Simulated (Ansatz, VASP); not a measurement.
Given: the input of a run of VASP 6.6.1 on CsPbBr3. Measurements of this composition are mostly on another form, of space group No. 62.

INCAR

```
PREC = Accurate
ENCUT = 600
EDIFF = 1E-6
ISMEAR = -1
SIGMA = 0.05
LREAL = False
LASPH = True
NELM = 60
ALGO = Fast
ISIF = 3
LWAVE = False
LCHARG = False
GGA = PS
IBRION = 2
NSW = 40
EDIFFG = -0.005
```

The input KPOINTS:

```
Automatic mesh
0
Gamma
  4 4 4
```

The input POSCAR:

```
CsPbBr3
1.0
    5.8700000000      0.0000000000      0.0000000000
    0.0000000000      5.8700000000      0.0000000000
    0.0000000000      0.0000000000      5.8700000000
Pb Cs Br
1 1 3
Direct
    0.5000000000      0.5000000000      0.5000000000
    0.0000000000      0.0000000000      0.0000000000
    0.5000000000      0.5000000000      0.0000000000
    0.5000000000      0.0000000000      0.5000000000
    0.0000000000      0.5000000000      0.5000000000
```

Potentials or basis: VASP PAW PBE potentials, release 64 (Pb_d, Cs_sv, Br).

Run with:

```bash
$ cat potpaw_PBE.64/Pb_d/POTCAR potpaw_PBE.64/Cs_sv/POTCAR potpaw_PBE.64/Br/POTCAR > POTCAR
$ mpirun -np 1 vasp_std > vasp.out
```

Problem. Translate it to Ansatz 0.2.0. Potentials or basis there: Ansatz PAW, cutoff 420 eV.

Solution. As run (cutoffs and basis follow the program's own potentials, and thresholds, step limits or extra output files can differ):

The input input.yaml:

```yaml
crystal:
  lattice:
    - [5.87, 0.0, 0.0]
    - [0.0, 5.87, 0.0]
    - [0.0, 0.0, 5.87]
  atoms:
    - { symbol: Pb, position: [0.5, 0.5, 0.5] }
    - { symbol: Cs, position: [0.0, 0.0, 0.0] }
    - { symbol: Br, position: [0.5, 0.5, 0.0] }
    - { symbol: Br, position: [0.5, 0.0, 0.5] }
    - { symbol: Br, position: [0.0, 0.5, 0.5] }
hamiltonian:
  xc: pbesol
  pseudopotentials: { kind: paw }
kpoints:
  mp_grid: { grid: [4, 4, 4] }
scf:
  occupations: { method: fermi_dirac, width: 0.05 }
output:
  forces: true
  stress: true
  eigenvalues: true
relax:
  f_tol: 0.01
  max_steps: 40
  cell: { stress_tol: 0.05 }
```

Potentials or basis: Ansatz PAW.

Launch:

```console
$ ansatz run input.yaml --threads 2 --pin off --max-ram 5632MiB --backend cpu --events-out ev --progress --plain --runs-dir out
```

Both were run:

|  | VASP | Ansatz |
| --- | --- | --- |
| Relaxed volume | 40.72 Å³/atom | 40.69 Å³/atom |
| Relaxed cell | a = 5.883 Å, b = 5.883 Å, c = 5.883 Å, α = 90.00°, β = 90.00°, γ = 90.00° | a = 5.882 Å, b = 5.882 Å, c = 5.882 Å, α = 90.00°, β = 90.00°, γ = 90.00° |
| Space group after relaxing | Pm-3m (No. 221) | Pm-3m (No. 221) |
| Pressure after relaxing | 0.0 GPa | 0.0 GPa |

Ansatz's pressure holds a Pulay term of +0.01 GPa for its cutoff of 420 eV, which the other run lacks.

VASP's potentials were made for PBE. Ansatz's potentials were made for PBE.

Where Ansatz's input types no cutoff or centring, it takes its own default and a Γ-centred mesh.

Pressure is positive in compression.
